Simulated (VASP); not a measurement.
GaSb:

```xyz
2
Lattice="0.0000 3.0590 3.0590 3.0590 0.0000 3.0590 3.0590 3.0590 0.0000" Properties=species:S:1:pos:R:3 pbc="T T T"
Sb    4.5885    4.5885    4.5885
Ga    0.0000    0.0000    0.0000
```

Program: VASP 6.6.1. Alike in all runs: task band structure; potentials or basis VASP PAW PBE potentials, release 64 (Sb, Ga_d); no spin polarisation; cell as given; cutoff (eV) 520; smearing fermi-dirac 0.05 eV.

Problem. Order these runs on this cell by their band gap on the k mesh, lowest first.
A. level rSCAN; k mesh 8 × 8 × 8; mesh quality not flagged
B. level TPSSh; k mesh 4 × 4 × 4; grid for exact exchange (PRECFOCK) Fast; exchange at q = 0 truncated; mesh quality coarse
C. level TPSS; k mesh 8 × 8 × 8; mesh quality not flagged
D. level SCAN0; k mesh 4 × 4 × 4; grid for exact exchange (PRECFOCK) Fast; exchange at q = 0 truncated; mesh quality coarse
E. level r2SCANh; k mesh 4 × 4 × 4; grid for exact exchange (PRECFOCK) Fast; exchange at q = 0 truncated; mesh quality coarse

Solution. C (0.16 eV), A (0.43 eV), B (0.76 eV), E (0.96 eV), D (1.55 eV).

Caveats: some runs use coarse meshes; spin-orbit coupling is left out, which moves the levels of the heavy elements.

A k mesh can miss the band edges.

Not every run made on this cell is shown here.
